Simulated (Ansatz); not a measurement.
## CuAu3 under changes of volume

One of the cells (15.761 Å³/atom); the others are scaled copies at fixed shape and fractional positions:

```xyz
4
Lattice="3.9800 0.0000 0.0000 0.0000 3.9800 0.0000 0.0000 0.0000 3.9800" Properties=species:S:1:pos:R:3 pbc="T T T"
Au    1.9900    1.9900    0.0000
Au    1.9900    0.0000    1.9900
Au    0.0000    1.9900    1.9900
Cu    0.0000    0.0000    0.0000
```

- Program: Ansatz 0.2.0
- Functional: LDA
- Potentials or basis: all-electron LAPW, scalar-relativistic
- Cutoff: 244 eV (chosen from the basis error)
- Basis error allowed: 0.002 eV/atom
- k mesh: 7 × 7 × 7
- Occupations: fermi-dirac, width 0.05 eV
- Spin: no spin polarisation

| volume (Å³/atom) | energy over the lowest point (meV/atom) | pressure (GPa) |
| --- | --- | --- |
| 14.816 | ? | ? |
| 15.131 | 0.00 | 1.4 |
| 15.446 | 1.18 | -2.5 |
| 15.761 | 9.63 | -5.9 |
| 16.076 | 24.40 | -8.9 |
| 16.392 | 44.67 | -11.5 |
| 16.707 | 69.68 | -13.7 |

**Question.** What does the run at 14.816 Å³/atom give?

**Answer.** Energy over the lowest point 7.12 meV/atom; pressure 6.0 GPa.

Worked out: A Birch-Murnaghan fit of order 3 (a polynomial in V^(-2/3)) to the other rows has its minimum at 15.24 Å³/atom with B0 = V·E''(V) = 195 GPa and B' = 5.7. It gives 7.15 meV/atom at 14.816 Å³/atom, against the run's 7.12, and -dE/dV = 6.0 GPa, against 6.0.

Energies are extrapolated to zero smearing.
